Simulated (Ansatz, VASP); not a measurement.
This is a calculation of CuI (Marshite) for Ansatz 0.2.0.

input.yaml

```yaml
crystal:
  lattice:
    - [0.0, 3.0315, 3.0315]
    - [3.0315, 0.0, 3.0315]
    - [3.0315, 3.0315, 0.0]
  atoms:
    - { symbol: I, position: [0.0, 0.0, 0.0] }
    - { symbol: Cu, position: [0.75, 0.75, 0.75] }
kpoints:
  mp_grid: { grid: [8, 8, 8] }
scf:
  occupations: { method: gaussian, width: 0.02 }
hamiltonian:
  xc: lda
  pseudopotentials: { kind: all_electron, lapw: { basis_error: 0.001 } }
output:
  forces: true
  stress: true
  eigenvalues: true
```

Potentials or basis: all-electron LAPW, scalar-relativistic.

Launch:

```sh
$ ansatz run input.yaml --threads 1 --pin off --max-ram 3072MiB --backend cpu --events-out ev --progress --plain --runs-dir out
```

**Question.** Set up the same calculation for VASP 6.6.1. Potentials there: VASP PAW LDA potentials, release 64 (I, Cu).

**Answer.** As run (the cutoff follows the program's own potentials):

Contents of INCAR:

```
SYSTEM = CuI
  PREC = Accurate
  ENCUT = 520
  EDIFF = 1E-6
  ISMEAR = 0
  SIGMA = 0.02
  LREAL = .False.
  LASPH = .True.
  NELM = 60
  ALGO = Normal
  ISIF = 2
  LWAVE = .False.
  LCHARG = .True.
  LELF = .True.
  LVHAR = .True.
  NBANDS = 16
```

The input KPOINTS:

```
regular mesh
0
Gamma
  8 8 8
  0 0 0
```

POSCAR

```
CuI
1.0
    0.0000000000      3.0315000000      3.0315000000
    3.0315000000      0.0000000000      3.0315000000
    3.0315000000      3.0315000000      0.0000000000
I Cu
1 1
Direct
    0.0000000000      0.0000000000      0.0000000000
    0.7500000000      0.7500000000      0.7500000000
```

Potentials or basis: VASP PAW LDA potentials, release 64 (I, Cu).

Command:

```sh
$ cat potpaw_LDA.64/I/POTCAR potpaw_LDA.64/Cu/POTCAR > POTCAR
$ mpirun -np 1 vasp_std > vasp.out
```

Both were run:

|  | VASP | Ansatz | Ansatz less VASP |
| --- | --- | --- | --- |
| gap on the k mesh at the Fermi level (eV) | 1.00 | 0.94 | -0.058 |
| least direct gap on the mesh (eV) | 1.00 | 0.94 | -0.058 |
| pressure (GPa) | -4.3 | -4.4 | -0.16 |

Ansatz ran all-electron here, so the differences hold the error of VASP's frozen core and of both bases.

Caveats: spin-orbit coupling is left out, which moves the levels of the heavy elements. Expect the measured gap to be larger: semilocal functionals such as LDA lack the derivative discontinuity.
